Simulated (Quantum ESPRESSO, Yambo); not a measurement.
# Quasiparticle gap of BAs (F-43m) in Yambo, part 3 of 3

How does a plane-wave GW calculation on BAs (F-43m) run from the first input to the gap?

Quantum ESPRESSO 7.5 and Yambo 5.3.0; PBE and many-body steps on it, plane waves. Known limits of the many-body steps: not at the basis limit; exchange with frozen shells missing; no spin-orbit coupling.

So far. Step 3 (Bands along the symmetry lines): The gap is 1.209 eV, as in the run before at this level. Step 4 (Empty states on the mesh, 6×6×6 mesh, 70 bands): On this mesh the gap is 1.294 eV. The earlier step found 1.209 eV, so this mesh misses an edge.

## 6. Screening and self-energy, 6×6×6 mesh, 70 bands, screening to 129.3 eV

G0W0 replaces the xc potential by the self-energy, built once from these orbitals. Only a window of levels is corrected, while the sums run over the empty bands that the input names.

This step: G0W0 on PBE, plane waves, norm-conserving pseudopotentials.

The input, gw1.in:

```
HF_and_locXC
gw0
dyson
ppa
em1d
rim_cut
RandQpts= 1000000
RandGvec= 1 RL
EXXRLvcs= 76 Ry
VXCRLvcs= 304 Ry
Chimod= "HARTREE"
% BndsRnXp
 1 | 70 |
%
NGsBlkXp= 9.5 Ry
% LongDrXp
 1 | 1 | 1 |
%
% GbndRnge
 1 | 70 |
%
DysSolver= "n"
ExtendOut
PPAPntXp= 27.21138 eV
% QPkrange
 1 | 16 | 7 | 13 |
%
```

On the command line:

```sh
$ OMP_NUM_THREADS=1 mpirun -n 4 yambo -F gw1.in -J gw1 -C gw1 > gw1.log
```

Log:

```text
 Yambo, version 5.3.0

 [02] CORE Variables Setup
 =========================

  [... cell, symmetries and grids as in the set-up ...]

  [02.05] Energies & Occupations
  ==============================

  [X] === General ===
  [X] Electronic Temperature                        :  0.000000  0.000000 [eV K]
  [X] Bosonic    Temperature                        :  0.000000  0.000000 [eV K]
  [X] Finite Temperature mode                       : no
  [X] El. density                                   :  0.66049E+24 [cm-3]
  [X] Fermi Level                                   :  11.34311 [eV]

  [X] === Gaps and Widths ===
  [X] Conduction Band Min                           :  1.294135 [eV]
  [X] Valence Band Max                              :  0.000000 [eV]
  [X] Filled Bands                                  :   9
  [X] Empty Bands                                   :   10   70
  [X] Direct Gap                                    :  3.292229 [eV]
  [X] Direct Gap localized at k                     :  1
  [X] Indirect Gap                                  :  1.294135 [eV]
  [X] Indirect Gap between kpts                     :   1  10
  [X] Last valence band width                       :  4.947480 [eV]
  [X] 1st conduction band width                     :  3.060953 [eV]

 [03] Transferred momenta grid and indexing
 ==========================================

 IBZ Q-points                                      :  16
 BZ  Q-points                                      :  216

 K/Q-points units:
 rlu = crystal or reduced units; cc = cartesian coordinates; iku = interal k-units

 Q [ 1]         [rlu]:  0.000000  0.000000  0.000000
 Q [ 2]         [rlu]: -0.44040E-17 -0.44040E-17  0.16667
 Q [ 3]         [rlu]: -0.88081E-17 -0.88081E-17  0.33333
 Q [ 4]         [rlu]: -0.63303E-17 -0.63303E-17 -0.50000
 Q [ 5]         [rlu]: -0.90023E-17  0.16667      0.16667
 Q [ 6]         [rlu]: -0.14373E-16  0.16667      0.33333
 Q [ 7]         [rlu]:  0.33135E-17  0.16667      0.50000
 Q [ 8]         [rlu]: -0.63303E-17  0.16667     -0.33333
 Q [ 9]         [rlu]:  0.28747E-16  0.16667     -0.16667
 Q [10]         [rlu]: -0.18005E-16  0.33333      0.33333
     [... 4 further rows ...]
 Q [15]         [rlu]:  0.166667  0.333333 -0.333333
 Q [16]         [rlu]:  0.166667 -0.500000 -0.333333

 [04] Coloumb potential Random Integration (RIM)
 ===============================================

  [04.01] RIM initialization
  ==========================

  * Diagonal components only detected *

  8 x (sBL volume)        :  0.049954 [a.u.]
  sBZ random points       :  1000000
  Points outside the sBZ  :   7968281
  RL volume               :  1.348768 [a.u.]
  Integrated volume       :  1.354137 [a.u.]

  [04.02] RIM integrals
  =====================

  Gamma point sphere radius             :  0.066805 [a.u.]
  Points outside the sphere             :   800476
  [Int_sBZ(q=0) 1/q^2]*(Vol_sBZ)^(-1/3) =:  7.776341
                                 should be <:  7.795600

  Summary of Coulomb integrals for non-metallic bands |Q|[au] RIM/Bare

  Q [1] 0.100000E-4 0.997530 * Q [2] 0.200926 1.068930
  Q [5] 0.232009 1.068679 * Q [9] 0.328110 1.029814
  Q [6] 0.384743 1.023420 * Q [3] 0.401851 1.020719
  Q [10] 0.464018 1.017590 * Q [8] 0.505652 1.014476
  Q [14] 0.518788 1.014367 * Q [7] 0.568303 1.012582
  Q [11] 0.602777 1.011829 * Q [4] 0.602777 1.011206
  Q [12] 0.656220 1.010226 * Q [15] 0.686291 1.009617
  Q [13] 0.696026 1.009452 * Q [16] 0.733676 1.008801

 [05] Dipoles
 ============

  [05.01] Setup: observables and procedures
  =========================================

 [06] Dynamic Dielectric Matrix (PPA)
 ====================================

 [WR./gw1//ndb.pp]---------------------------------------------------------------
  Brillouin Zone Q/K grids (IBZ/BZ)                :   16  216   16  216
  RL vectors                                       :  2733 [WF]
  Coulomb cutoff potential                         : none
  Electronic Temperature                           :  0.000000 [K]
  Bosonic    Temperature                           :  0.000000 [K]
  PPA    diel. fun.  energies                      : Perdew, Burke & Ernzerhof(X)+Perdew, Burke & Ernzerhof(C)
  wavefunctions                                    : Perdew, Burke & Ernzerhof(X)+Perdew, Burke & Ernzerhof(C)
  Global Gauge                                     : length
  X matrix size                                    :  137
  X band range                                     :    1   70
  X e/h energy range                               : -1.000000 -1.000000 [eV]
  X Time ordering                                  : R
  X Hxc Kernel                                     : HARTREE
  X Drude frequency                                :  0.000000  0.000000
  X poles                                          :  100.0000 [o/o]
  RL vectors in the sum                            :  2733
  [r,Vnl] included                                 : yes
  Field direction                                  :  0.577350E-5  0.577350E-5  0.577350E-5
  BZ energy Double Grid                            : no
  BZ energy DbGd points                            : 0
  BZ Q point size factor                           : -1.000000
  X Optical Averaged directions                    : none

 [07] Local Exchange-Correlation + Non-Local Fock
 ================================================

 [VXC] Plane waves :  16457
 [EXS] Plane waves :  2109

 QP @ state[ 1 ] K range:   1  16
 QP @ state[ 1 ] b range:   7  13

 [xc] Functional : Perdew, Burke & Ernzerhof(X)+Perdew, Burke & Ernzerhof(C)
 [xc] LIBXC used to calculate xc functional
  PP Number of Atomic Species                      :  2
  NLCC RL compoments                               :  16457
  PP Number of Atomic Species                      :  2
  NLCC RL compoments                               :  16457

 [xc] E_xc :  -12.07688 [Ha]
      E_xc :  -24.15377 [Ry]

  Local XC kind (lXC) : Perdew, Burke & Ernzerhof(X)+Perdew, Burke & Ernzerhof(C)
  Non-Local XC kind (nlXC) : Hartree-Fock

  Corrections @ K [1] :  [eV]
 <7|nlXC|7> = -15.45160  0.67997E-17 <7|lXC|7> = -13.70138  0.47169E-16
 <8|nlXC|8> = -15.45166  0.97225E-17 <8|lXC|8> = -13.70138  0.18879E-15
 <9|nlXC|9> = -15.45159  0.53174E-17 <9|lXC|9> = -13.70138  0.18882E-15
 <10|nlXC|10> = -8.482384  0.29762E-17 <10|lXC|10> = -12.55019  0.70815E-16
 <11|nlXC|11> = -8.482511  0.61937E-18 <11|lXC|11> = -12.55019 -0.41906E-19
 <12|nlXC|12> = -8.482360  0.55836E-17 <12|lXC|12> = -12.55019  0.18882E-15
 <13|nlXC|13> = -8.955129 -0.17028E-17 <13|lXC|13> = -14.35086  0.37763E-15

  Corrections @ K [2] :  [eV]
 <7|nlXC|7> = -16.13177  0.13557E-16 <7|lXC|7> = -13.17599 -0.28322E-15
 <8|nlXC|8> = -15.49145  0.13789E-16 <8|lXC|8> = -13.47612 -0.23612E-16
 <9|nlXC|9> = -15.49131  0.79309E-17 <9|lXC|9> = -13.47612 -0.18882E-15
[...]
Corrections @ K [3] :  [eV]
[...]
Corrections @ K [4] :  [eV]
[...]
Corrections @ K [5] :  [eV]
[...]
[... 10 further k-points ...]
  Corrections @ K [16] :  [eV]
[...]
<9|nlXC|9> = -15.83150  0.86838E-17 <9|lXC|9> = -12.08616 -0.11777E-16
 <10|nlXC|10> = -6.498212  0.14355E-17 <10|lXC|10> = -11.36596  0.25960E-15
 <11|nlXC|11> = -7.002285 -0.41006E-18 <11|lXC|11> = -11.89359 -0.12979E-15
 <12|nlXC|12> = -6.397089 -0.98482E-18 <12|lXC|12> = -12.69759  0.21394E-16
 <13|nlXC|13> = -6.424809  0.63858E-18 <13|lXC|13> = -12.54077 -0.48653E-16

  [07.01] Hartree-Fock occupations report
  =======================================

  [Hartree-Fock] === General ===
  [Hartree-Fock] Electronic Temperature             :  0.000000  0.000000 [eV K]
  [Hartree-Fock] Bosonic    Temperature             :  0.000000  0.000000 [eV K]
  [Hartree-Fock] Finite Temperature mode            : no
  [Hartree-Fock] El. density                        :  0.66049E+24 [cm-3]
  [Hartree-Fock] Fermi Level                        :  11.34311 [eV]

  [Hartree-Fock] === Gaps and Widths ===
  [Hartree-Fock] Conduction Band Min                :  5.296900 [eV]
  [Hartree-Fock] Valence Band Max                   : -1.750218 [eV]
  [Hartree-Fock] Filled Bands                       :   9
  [Hartree-Fock] Empty Bands                        :   10   70
  [Hartree-Fock] Direct Gap                         :  9.110255 [eV]
  [Hartree-Fock] Direct Gap localized at k          :  1
  [Hartree-Fock] Indirect Gap                       :  7.047117 [eV]
  [Hartree-Fock] Indirect Gap between kpts          :   1  10
  [Hartree-Fock] Last valence band width            :  6.942610 [eV]
  [Hartree-Fock] 1st conduction band width          :  4.264508 [eV]

 [08] Dyson equation: Newton solver
 ==================================

  [08.01] G0W0 (W PPA)
  ====================

  [  GW  ] Bands range     :    1   70
  [GW/PPA] G damping       :  0.100000 [eV]

  QP @ state[ 1 ] K range:   1  16
  QP @ state[ 1 ] b range:   7  13

   Sc/G bands                                       :    1   70
   Sc/G damping                                     :  0.100000 ev
   Sc bands terminator                              : no
   Sx RL components                                 :  2109

   QP @ state[ 1 ] K range                          :   1  16
   QP @ state[ 1 ] b range                          :   7  13
   GF energies kind                                 : Perdew, Burke & Ernzerhof(X)+Perdew, Burke & Ernzerhof(C)
   GF WF`s kind                                     : Perdew, Burke & Ernzerhof(X)+Perdew, Burke & Ernzerhof(C)
   Xs energies kind                                 : Perdew, Burke & Ernzerhof(X)+Perdew, Burke & Ernzerhof(C)
   Xs WF`s kind                                     : Perdew, Burke & Ernzerhof(X)+Perdew, Burke & Ernzerhof(C)

 [11] Game Over & Game summary
```

It took 7.7 min on 4 MPI ranks of Arm Neoverse V1, shared host; peak memory 1.5 GiB; 31 min of CPU time.

This step gave:

* G0W0 gap on the mesh: 2.146 eV
* starting gap on the mesh: 1.294 eV
* k of the valence top: 0, 0, 0
* k of the conduction bottom: 0, 0.3333, 0.3333
* least direct G0W0 gap on the computed points: 4.087 eV
* Z at the valence top: 0.8057
* Z at the conduction bottom: 0.8146

The gap on the mesh goes from 1.29 eV to 2.15 eV, a correction of +0.85 eV. The start differs from the 1.21 eV found before because the two sample other k points.

Limits: finite bands, cutoff and mesh; exchange with frozen shells missing; no spin-orbit coupling. v1 is the top filled band, c1 the lowest empty one. The levels before and after the correction (eV, zero at the valence-band top of each column):

|  | conduction bottom | valence top |
| --- | --- | --- |
| Kohn-Sham | 1.29 | 0.00 |
| G0W0 | 2.15 | 0.00 |

|  | level | energy (eV) |
| --- | --- | --- |
| Kohn-Sham | Γ v3-v1 | 0.000 |
| Kohn-Sham | Γ c1-c3 | 3.292 |
| Kohn-Sham | Γ c4 | 4.688 |
| Kohn-Sham | (0 0.333 0.333) v3 | -5.939 |
| Kohn-Sham | (0 0.333 0.333) v2-v1 | -3.451 |
| Kohn-Sham | (0 0.333 0.333) c1 | 1.294 |
| Kohn-Sham | (0 0.333 0.333) c2 | 3.157 |
| Kohn-Sham | (0 0.333 0.333) c3-c4 | 9.169 |
| G0W0 | Γ v3-v1 | 0.000 |
| G0W0 | Γ c1-c3 | 4.087 |
| G0W0 | Γ c4 | 5.542 |
| G0W0 | (0 0.333 0.333) v3 | -6.265 |
| G0W0 | (0 0.333 0.333) v2-v1 | -3.715 |
| G0W0 | (0 0.333 0.333) c1 | 2.146 |
| G0W0 | (0 0.333 0.333) c2 | 4.066 |
| G0W0 | (0 0.333 0.333) c3-c4 | 10.179 |

## 7. Where the time went

Times are wall times on the hardware named with each run, good to a factor of about two.

| step | time | share | memory (GiB) |
| --- | --- | --- | --- |
| ground state | 4.6 s | 1 % | 0.21 |
| bands along the symmetry lines | 2.8 s | 1 % | 0.18 |
| empty states on the mesh | 4.5 s | 1 % | 0.23 |
| conversion and set-up | 2.4 s | 1 % | 0.24 |
| screening and self-energy | 7.7 min | 97 % | 1.5 |

## 8. Outcome

```json
{"PBE gap": "1.21 eV, indirect", "G0W0 gap on the mesh": "2.15 eV", "G0W0 gap over the zone (rigid shift)": "2.06 eV", "GW settings": "6×6×6 mesh, 70 bands, screening to 129.3 eV, Godby-Needs plasmon pole", "known limits": "not at the basis limit; exchange with frozen shells missing; no spin-orbit coupling"}
```

G0W0 moves the gap on the mesh from 1.29 eV to 2.15 eV (+0.85 eV), with Z of 0.81 and 0.81 at the edges. The mesh misses the band edges by 0.08 eV in all; a rigid shift gives 2.06 eV for the zone. The dearest step here is «screening and self-energy». Against experiment, by G0W0@PBE: the direct gap of 4.09 eV lies −0.03 eV from the measured 4.12 eV (direct, 300 K, 2019); the gap of 2.06 eV lies +0.24 eV from the measured 1.82 eV (indirect, 300 K, 2019); the gap of 2.06 eV lies +0.04 eV from the measured 2.02 eV (indirect, 300 K, 2019). An exciton line or allowed optical edge lies below the quasiparticle gap by the binding energy; a forbidden edge can push the onset above it. The calculation has static nuclei and no excitons; a measured gap holds zero-point and thermal motion, which mostly lowers it. Bands and cutoff are finite, so the gap is not at the basis limit. The miss can reach some tenths of an eV and take either sign; the mesh is an error of its own. A denser mesh or path gives a starting gap of 1.21 eV: the GW mesh misses a band edge, so its gaps are not the fundamental one. The norm-conserving file of at least one element keeps a d shell over frozen s and p shells of the same row. Exchange with those shells is missing from the self-energy, an error of 0.3 to 0.9 eV in cases checked, whose sign depends on which edge lies on those atoms. The many-body steps are scalar-relativistic: spin-orbit coupling is not in them.

[Paths, hosts, dates, memory and timing lines, banners, echoed tables and standing remarks are left out of the program output.]

[Logs are printed without paths, hosts, clocks, repeated set-up lines and the standing remarks that a program may print on its own settings, such as how far it seeks lower states.]

[Runs of the session that timed out or met a known fault of the program may be left out.]

[Hosts, paths, dates, database ids (printed as entryN), source tags and the programs' standing remarks are cut or masked in the printed files.]
